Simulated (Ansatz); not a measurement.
Input and command of a plane-wave DFT calculation in Ansatz:

```yaml
crystal:
  lattice:
    - [2.6041513725, 0.0, 0.0]
    - [-1.3020756863, 2.0817796097, 0.0]
    - [0.0, 0.0, 6.6612]
  atoms:
    - { symbol: B, position: [0.3333333333, 0.6666666667, 0.25] }
    - { symbol: B, position: [0.6666666667, 0.3333333333, 0.75] }
    - { symbol: "N", position: [0.3333333333, 0.6666666667, 0.75] }
    - { symbol: "N", position: [0.6666666667, 0.3333333333, 0.25] }
basis:
  ecutwfc: 420
kpoints:
  mp_grid: { grid: [12, 12, 4] }
hamiltonian:
  xc: pbe
scf:
  occupations: { method: gaussian, width: 0.05 }
output:
  forces: true
  stress: true
  eigenvalues: true
```

```bash
ansatz run input.yaml --threads 1 --pin off --max-ram 2560MiB --backend cpu --events-out ev --progress --plain --runs-dir out
```

Processor: Arm Neoverse V1, 1 thread, on a host shared with other jobs.

Question: How long does it run, and how much memory does it take?

Answer: About 3.5 s on 1 thread of Arm Neoverse V1 (shared host), peak memory 0.32 GiB. It solves 12 bands at 129 k points (the mesh reduced by symmetry) with about 701 plane waves, in 6 SCF iterations.
